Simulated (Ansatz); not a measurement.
# VO2: the cost of one run

Method: DFT PBEsol, scalar-relativistic, plane waves, PAW, in Ansatz 0.2.0.

## 1. Starting point

Symmetry: P4_2/mnm, No. 136, tetragonal system. Conventional cell: a = 4.555 Å, b = 4.555 Å, c = 2.853 Å, α = 90.00°, β = 90.00°, γ = 90.00°. Around V (site symmetry mmm) lie 6 O at 1.92 to 1.93 Å. O (site symmetry m2m) has 3 V at 1.92 to 1.93 Å as nearest neighbours.

As a file:

```cif
data_structure
_symmetry_space_group_name_H-M 'P4_2/mnm'
_symmetry_Int_Tables_number 136
_cell_length_a 4.5546
_cell_length_b 4.5546
_cell_length_c 2.8528
_cell_angle_alpha 90.000
_cell_angle_beta 90.000
_cell_angle_gamma 90.000
_cell_volume 59.18
loop_
_atom_site_label
_atom_site_type_symbol
_atom_site_symmetry_multiplicity
_atom_site_Wyckoff_symbol
_atom_site_fract_x
_atom_site_fract_y
_atom_site_fract_z
_atom_site_occupancy
V1 V 2 a 0.00000 0.00000 0.00000 1
O1 O 4 f 0.30010 0.30010 0.00000 1
```

Source of the structure: the Crystallography Open Database.

(A quick probe on a coarse mesh, which set the mesh and smearing, is not shown.)

## 3. Relaxing cell and atoms

input.yaml

```yaml
crystal:
  lattice:
    - [4.5546, 0.0, 0.0]
    - [0.0, 4.5546, 0.0]
    - [0.0, 0.0, 2.8528]
  atoms:
    - { symbol: V, position: [0.0, 0.0, 0.0], spin: 0.9 }
    - { symbol: V, position: [0.5, 0.5, 0.5], spin: 0.9 }
    - { symbol: O, position: [0.3001, 0.3001, 0.0] }
    - { symbol: O, position: [0.1999, 0.8001, 0.5] }
    - { symbol: O, position: [0.6999, 0.6999, 0.0] }
    - { symbol: O, position: [0.8001, 0.1999, 0.5] }
basis:
  ecutwfc: 420
kpoints:
  mp_grid: { grid: [8, 8, 12] }
hamiltonian:
  xc: pbesol
scf:
  occupations: { method: gaussian, width: 0.1 }
output:
  forces: true
  stress: true
  eigenvalues: true
  populations: true
magnetization:
  spin_polarized: true
relax:
  adjacent_minimum: "off"
  f_tol: 0.005
  max_steps: 80
  cell: { stress_tol: 0.05 }
```

Launch:

```
$ ansatz run input.yaml --threads 2 --pin off --max-ram 5120MiB --backend cpu --events-out ev --progress --plain --runs-dir out
```

Q: Estimate wall time and peak memory on 2 threads of Intel Xeon Platinum 8259CL at 2.50GHz (Skylake/Cascade Lake), shared host.

About 1.9 min, with a peak of 0.64 GiB.
